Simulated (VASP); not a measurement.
VASP ran on this input.

File POSCAR:
```
Sb2Te3
1.0
 10.4869300462  -2.1668318137   0.0099972948
 10.4869300462   2.1668318137   0.0099972948
 10.0356634302   0.0000000000   3.7358310217
Sb Te
2 3
Cartesian
 12.3096665236   0.0000000000   1.4909278036
 18.6998569990  -0.0000000000   2.2648978077
 10.0356634302   0.0000000000   3.7358310217
  6.6670419198  -0.0000000000   0.8075018236
 24.3424816028  -0.0000000000   2.9483237877
```

KPOINTS:
```
Automatic mesh
0
Gamma
  7 7 7
```

### INCAR
```
LEFG = T
ISMEAR = -5
SYSTEM = Sb2Te3
NEDOS = 601   # DOS grid
LORBIT = 11
LREAL = F   # projection in real space or not
NELM = 100   # most electronic steps
PREC = Accurate
ENCUT = 400
LCHARG = T
ISIF = 2   # forces and stress, cell fixed
GGA = PE
LASPH = T   # aspherical one-centre terms
LWAVE = F
LMAXMIX = 4
ALGO = Normal   # blocked Davidson
EDIFF = 1E-7   # SCF stop (eV)
```

POTCAR, in this order: Sb Te (PBE.64 set). Program: vasp_std.

Q: Write an equivalent input for Ansatz.

A: One equivalent input (not run):
Ansatz 0.2 input:
```yaml
crystal:
  lattice:
    - [10.4869300, -2.1668318, 0.0099973]
    - [10.4869300, 2.1668318, 0.0099973]
    - [10.0356634, 0.0000000, 3.7358310]
  atoms:
    - { symbol: Sb, position: [0.3969641, 0.3969641, 0.3969641] }
    - { symbol: Sb, position: [0.6030359, 0.6030359, 0.6030359] }
    - { symbol: Te, position: [0.0000000, 0.0000000, 1.0000000] }
    - { symbol: Te, position: [0.2149998, 0.2149998, 0.2149998] }
    - { symbol: Te, position: [0.7850002, 0.7850002, 0.7850002] }
kpoints:
  mp_grid: { grid: [7, 7, 7] }
hamiltonian:
  xc: pbe
  pseudopotentials: { kind: paw }
scf:
  occupations: { method: tetrahedron }
  max_iter: 100
output: { forces: true, stress: true, eigenvalues: true }
```
What does not carry over: each code has its own PAW files, so the cut-off isn't converted (ENCUT is set for VASP's; basis.ecutwfc is left out, and Ansatz then takes the one that its files recommend); Ansatz stops its SCF on the density residual and VASP on the energy change (EDIFF); the field gradients of LEFG aren't asked of the other code.

The compound is Sb2Te3 in the tetradymite structure. It was relaxed first, which changed the volume by +6 %.
